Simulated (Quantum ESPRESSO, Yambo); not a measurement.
# BN (Qingsongite): G0W0 with Yambo, start to end, part 2 of 3

Aim: the G0W0 gap of BN (Qingsongite) on PBE, step by step.

Quantum ESPRESSO 7.5 and Yambo 5.3.0; PBE and many-body steps on it, plane waves. Known limits of the many-body steps: not at the basis limit.

So far. Step 2 (Ground state): The gap is indirect, with the least direct gap 4.34 eV higher. Step 3 (Bands along the symmetry lines): The gap is 4.535 eV, as in the run before at this level.

## Step 4: Empty states on the mesh, 8×8×8 mesh, 79 bands

Level of this step: DFT, PBE, plane waves, norm-conserving pseudopotentials (Quantum ESPRESSO).

The sums over transitions need many empty states on a uniform mesh; this step solves for them.

File pw.in:

```
&control
  calculation = 'nscf'
  prefix = 'x'
  outdir = 'o'
  pseudo_dir = 'pseudo'
/
&system
  ibrav = 0
  nat = 2
  ntyp = 2
  ecutwfc = 72.0
  nbnd = 79
  force_symmorphic = .true.
/
&electrons
  conv_thr = 1e-9
  electron_maxstep = 80
  diago_full_acc = .true.
  diago_thr_init = 5e-6
/
ATOMIC_SPECIES
  B 10.81 B.upf
  N 14.007 N.upf
CELL_PARAMETERS angstrom
  -0.0000000000 1.8075000000 1.8075000000
  1.8075000000 0.0000000000 1.8075000000
  1.8075000000 1.8075000000 -0.0000000000
ATOMIC_POSITIONS crystal
  B 0.0000000000 0.0000000000 0.0000000000
  N 0.2500000000 0.2500000000 0.2500000000
K_POINTS automatic
  8 8 8 0 0 0
```

On the command line:

```console
$ OMP_NUM_THREADS=1 mpirun -n 4 pw.x -nk 4 -in pw.in > pw.out
```

What it wrote:

```text
[banner, memory and clock lines left out]
Program PWSCF v.7.5 starts

     Atomic positions and unit cell read from directory:
     o/x.save/

     Message from routine setup:
     using ibrav=0 with symmetry is DISCOURAGED, use correct ibrav instead

     G-vector sticks info

     bravais-lattice index     =            0
     lattice parameter (alat)  =       4.8305  a.u.
     unit-cell volume          =      79.7006 (a.u.)^3
     number of atoms/cell      =            2
     number of atomic types    =            2
     number of electrons       =         8.00
     number of Kohn-Sham states=           79
     kinetic-energy cutoff     =      72.0000  Ry
     charge density cutoff     =     288.0000  Ry
     Exchange-correlation= PBE
                           (   1   4   3   4   0   0   0)

     celldm(1)=   4.830501  celldm(2)=   0.000000  celldm(3)=   0.000000
     celldm(4)=   0.000000  celldm(5)=   0.000000  celldm(6)=   0.000000

     crystal axes: (cart. coord. in units of alat)
               a(1) = (  -0.000000   0.707107   0.707107 )
               a(2) = (   0.707107   0.000000   0.707107 )
               a(3) = (   0.707107   0.707107  -0.000000 )

     reciprocal axes: (cart. coord. in units 2 pi/alat)
               b(1) = ( -0.707107  0.707107  0.707107 )
               b(2) = (  0.707107 -0.707107  0.707107 )
               b(3) = (  0.707107  0.707107 -0.707107 )
     Pseudo is Norm-conserving + core correction, Zval =  3.0
     Generated using ONCVPSP code by D. R. Hamann
     Using radial grid of 1534 points,  4 beta functions with:
     Pseudo is Norm-conserving + core correction, Zval =  5.0
     Generated using ONCVPSP code by D. R. Hamann
     Using radial grid of 1058 points,  4 beta functions with:
     B                 3.00    10.81000     B ( 1.00)
     N                 5.00    14.00700     N ( 1.00)

     24 Sym. Ops. (no inversion) found

   Cartesian axes

     site n.     atom                  positions (alat units)
         1        B      tau(   1) = (   0.0000000   0.0000000   0.0000000  )
         2        N      tau(   2) = (   0.3535534   0.3535534   0.3535534  )

     number of k points=    29
                       cart. coord. in units 2pi/alat
        k(    1) = (   0.0000000   0.0000000   0.0000000), wk =   0.0039062
        k(    2) = (   0.0883883   0.0883883  -0.0883883), wk =   0.0312500
        k(    3) = (   0.1767767   0.1767767  -0.1767767), wk =   0.0312500
[...]
[... 17 further rows ...]
        k(   28) = (  -0.7071068   0.1767767   0.0000000), wk =   0.0468750
        k(   29) = (  -0.7071068   0.3535534   0.0000000), wk =   0.0234375

     Dense  grid:     6615 G-vectors     FFT dimensions: (  27,  27,  27)

     The potential is recalculated from file :
     o/x.save/charge-density

     Starting wfcs are    8 randomized atomic wfcs +   71 random wfcs

     Band Structure Calculation

     End of band structure calculation

          k = 0.0000 0.0000 0.0000 (   869 PWs)   bands (ev):

    -9.0548  11.1555  11.1555  11.1555  20.0337  20.0337  20.0337  21.5215
    35.9011  39.2725  39.2725  39.6374  39.6374  39.6374  46.8155  58.1892
    58.1892  58.1892  79.7920  79.7920  79.7920  83.7138  83.7138  85.6955
[...]
203.2419 204.0853 204.0853 204.0853 204.6161 204.6161 204.6161

          k = 0.0884 0.0884-0.0884 (   833 PWs)   bands (ev):

[...]
194.5176 199.1575 199.1575 202.1151 202.1151 202.7879 203.3666

          k = 0.1768 0.1768-0.1768 (   821 PWs)   bands (ev):

[...]
149.7216 149.7216 151.8788 151.8788 158.3925 164.2551 164.2551 164.8873
   167.0923 172.3756 172.3756 181.6263 183.3153 183.3153 189.5091 189.5091
   190.5634 191.9266 192.5663 192.5663 195.0415 195.0415 199.2534

          k = 0.2652 0.2652-0.2652 (   820 PWs)   bands (ev):

     [... further k-points ...]

     highest occupied, lowest unoccupied level (ev):    11.1555   15.6904

     XML data file, pseudopotentials, collected wavefunctions
```

It took 4.5 s on 4 MPI ranks of Arm Neoverse V1, shared host; peak memory 0.19 GiB.

This step gave:

- gap: 4.535 eV
- k of the valence top: 0, 0, 0
- k of the conduction bottom: 0, -0.5, -0.5
- least direct gap: 8.878 eV
- k points computed: 29
- lowest point of the top converged band, above the valence top: 178.2516 eV

On this mesh the gap is 4.535 eV.

## Step 5: Conversion and set-up

This step: Yambo 5.3.0; conversion and set-up on PBE, plane waves, norm-conserving pseudopotentials.

The states are converted to the many-body program's format and the q mesh is built.

On the command line:

```console
$ (cd o/x.save; p2y > p2y.log; mv SAVE ../..); yambo > setup.log
```

What it wrote:

```text
 Yambo, version 5.3.0

 [02] CORE Variables Setup
 =========================

  [02.01] Unit cells
  ==================

  Cell kind             :  FCC
  Atoms in the cell     :  B  N
  number of B  atoms    :  1
  number of N  atoms    :  1

  List of atomic masses
  Mass of B     :  10.81000
  Mass of N     :  14.00700

  List of atomic coordinates    : [cc]
  B1       :  0.000000  0.000000  0.000000  order 1
  N1       :  1.707840  1.707840  1.707840  order 2

  Alat factors          :  3.415680  3.415680  3.415680 [a.u.]
  Direct lattice volume :  79.70059 [a.u.]
  Direct lattice vectors:  A[ 1 ]  A[ 2 ]  A[ 3 ]
   A[ 1 ]: -0.000000  1.000000  1.000000  [iru]
  -0.000000  3.415680  3.415680  [cc]
   A[ 2 ]:  1.000000  0.000000  1.000000  [iru]
   3.415680  0.000000  3.415680  [cc]
   A[ 3 ]:  1.000000  1.000000 -0.000000  [iru]
   3.415680  3.415680 -0.000000  [cc]

  Recip. lattice volume :  3.112276 [a.u.]
  Recip. lattice vectors:  B[ 1 ]  B[ 2 ]  B[ 3 ]
   B[ 1 ]: -0.500000  0.500000  0.500000  [iku]
  -0.919756  0.919756  0.919756  [cc]
   B[ 2 ]:  0.500000 -0.500000  0.500000  [iku]
   0.919756 -0.919756  0.919756  [cc]
   B[ 3 ]:  0.500000  0.500000 -0.500000  [iku]
   0.919756  0.919756 -0.919756  [cc]

  [02.02] Symmetries
  ==================

  Inversion symmetry    : yes
  Spatial inversion     : no
  Inversion index       :  25
  K-space Time-reversal : yes
  Magnetic symmetries   : no
  Time-reversal derived K-space symmetries:   25   48
  Group table correct   : yes
  Symmetries units      :  [cc]

   [S  1]:   1.0000     -0.11681E-16 -0.11681E-16 -0.11681E-16   1.0000      0.11681E-16  0.11681E-16  0.11681E-16   1.0000
   [S  2]:  -1.0000      0.11681E-16 -0.11681E-16  0.11681E-16  -1.0000      0.11681E-16 -0.11681E-16 -0.11681E-16   1.0000
   [S  3]:  -1.0000     -0.11681E-16  0.11681E-16  0.11681E-16   1.0000     -0.11681E-16 -0.11681E-16  0.11681E-16  -1.0000
[...]
[S  9]: -0.11681E-16   1.0000     -0.11681E-16  0.11681E-16 -0.11681E-16   1.0000       1.0000      0.11681E-16  0.11681E-16
   [S 10]: -0.11681E-16  -1.0000      0.11681E-16  0.11681E-16  0.11681E-16  -1.0000       1.0000     -0.11681E-16 -0.11681E-16
     [... 36 further rows ...]
   [S*47]:   1.0000     -0.11681E-16  0.11681E-16 -0.11681E-16  0.11681E-16  -1.0000      0.11681E-16   1.0000     -0.11681E-16
   [S*48]:   1.0000      0.11681E-16 -0.11681E-16 -0.11681E-16 -0.11681E-16   1.0000      0.11681E-16  -1.0000      0.11681E-16

  [02.03] Reciprocal space
  ========================

  nG shells         :  117
  nG charge         :   6615
  nG WFs            :  1182
  nC WFs            :   869
  G-vecs. in first 11 shells:  [ Number ]
     1    9   15   27   51   59   65   89  113
   137  169
  ...
  Shell energy in first 11 shells:  [ mHa ]
    0.00000      1268.93      1691.90      3383.81      4652.73      5075.71      6767.61      8036.54      8459.51
[...]
WF components:   825
  [... 14 further k-points ...]
  K [29]         [rlu]:  0.250000 -0.500000 -0.250000
         WF components:   792

  [02.05] Energies & Occupations
  ==============================

  [X] === General ===
  [X] Electronic Temperature                        :  0.000000  0.000000 [eV K]
  [X] Bosonic    Temperature                        :  0.000000  0.000000 [eV K]
  [X] Finite Temperature mode                       : no
  [X] El. density                                   :  0.67737E+24 [cm-3]
  [X] Fermi Level                                   :  11.15554 [eV]

  [X] === Gaps and Widths ===
  [X] Conduction Band Min                           :  4.534823 [eV]
  [X] Valence Band Max                              :  0.000000 [eV]
  [X] Filled Bands                                  :   4
  [X] Empty Bands                                   :    5   79
  [X] Direct Gap                                    :  8.878135 [eV]
  [X] Direct Gap localized at k                     :  1
  [X] Indirect Gap                                  :  4.534823 [eV]
  [X] Indirect Gap between kpts                     :   1  21
  [X] Last valence band width                       :  6.499738 [eV]
  [X] 1st conduction band width                     :  6.083197 [eV]

  E @ K [ 1]:  [eV]
   -20.210     -0.37462E-09 -0.28096E-09   0.0000       8.8781       8.8781       8.8781       10.366
  occ @ K [ 1]
   2.000000  2.000000  2.000000  2.000000  0.000000  0.000000  0.000000  0.000000
  E @ K [ 2]:  [eV]
  -19.83136  -1.86849  -0.37960  -0.37960   9.24125   9.44681   9.44681  11.54554
  occ @ K [ 2]
[...]
E @ K [ 3]:  [eV]
[...]
occ @ K [ 3]
[...]
E @ K [ 8]:  [eV]
[...]
occ @ K [ 8]
[...]
E @ K [ 9]:  [eV]
[...]
occ @ K [ 9]
[...]
E @ K [10]:  [eV]
[...]
occ @ K [10]
[...]
E @ K [11]:  [eV]
[...]
occ @ K [11]
[...]
E @ K [12]:  [eV]
[...]
occ @ K [12]
[...]
E @ K [13]:  [eV]
[...]
occ @ K [13]
[...]
E @ K [14]:  [eV]
[...]
occ @ K [14]
[...]
[... 14 further k-points ...]
  E @ K [29]:  [eV]
  -14.30918  -7.57786  -6.95836  -6.49974   9.64791  13.34739  14.60923  14.69132
  occ @ K [29]
   2.000000  2.000000  2.000000  2.000000  0.000000  0.000000  0.000000  0.000000

 [03] Transferred momenta grid and indexing
 ==========================================

 IBZ Q-points                                      :  29
 BZ  Q-points                                      :   512

 K/Q-points units:
 rlu = crystal or reduced units; cc = cartesian coordinates; iku = interal k-units

 Q [ 1]         [rlu]:  0.000000  0.000000  0.000000
 Q [ 2]         [rlu]: -0.19961E-16 -0.19961E-16  0.12500
 Q [ 3]         [rlu]:  0.53430E-17  0.53430E-17  0.25000
[...]
Q [ 8]         [rlu]: -0.22413E-16  0.12500      0.37500
 Q [ 9]         [rlu]: -0.67428E-16  0.12500      0.50000
 Q [10]         [rlu]:  0.44825E-16  0.12500     -0.37500
     [... 17 further rows ...]
 Q [28]         [rlu]:  0.125000 -0.500000 -0.375000
 Q [29]         [rlu]:  0.250000 -0.500000 -0.250000

  [03.01] X indexes
  =================

   [03.01.01] Sigma indexes
   ========================

 [06] Game Over & Game summary
```

Run time: 2 s. Hardware: 1 MPI rank; peak memory 0.23 GiB.

(Part 2 of 3 ends here.)

[Paths, hosts, dates, memory and timing lines, banners, echoed tables and standing remarks are left out of the program output.]

[Logs are printed without paths, hosts, clocks, repeated set-up lines and the standing remarks that a program may print on its own settings, such as how far it seeks lower states.]

[Runs of the session that timed out or met a known fault of the program may be left out.]

[Hosts, paths, dates, database ids (printed as entryN), source tags and the programs' standing remarks are cut or masked in the printed files.]
